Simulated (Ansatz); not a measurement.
## Al2Pt in Ansatz: the effect of functional

Crystal: Al2Pt.

```
CELL_PARAMETERS angstrom
0.00000 2.97457 2.97457
2.97457 0.00000 2.97457
2.97457 2.97457 0.00000
ATOMIC_POSITIONS crystal
Pt 0.00000 0.00000 0.00000
Al 0.75000 0.75000 0.75000
Al 0.25000 0.25000 0.25000
```

The cell isn't the ideal one: volume scaled by 1.02.

Alike in all runs:

```yaml
Program: Ansatz 0.2.0
Task: single point
Potentials_or_basis: Ansatz PAW
k_mesh: 8 × 8 × 8
Occupations: fermi-dirac, width 0.05 eV
Spin: no spin polarisation
```

| functional | cutoff | pressure (GPa) |
| --- | --- | --- |
| LDA | 420 eV (not typed: the program's choice for these potentials) | ? |
| PBEsol | 420 eV (not typed: the program's choice for these potentials) | -3.5 |
| r2SCAN | 500 eV (not typed: the program's choice for these potentials) | -3.1 |

Question: What does the run with functional LDA give?

Answer: Pressure -6.3 GPa.

Caveats: the PAW data sets come from PBE, with cores solved anew for the run's functional, which leaves a small shift of forces and pressure.
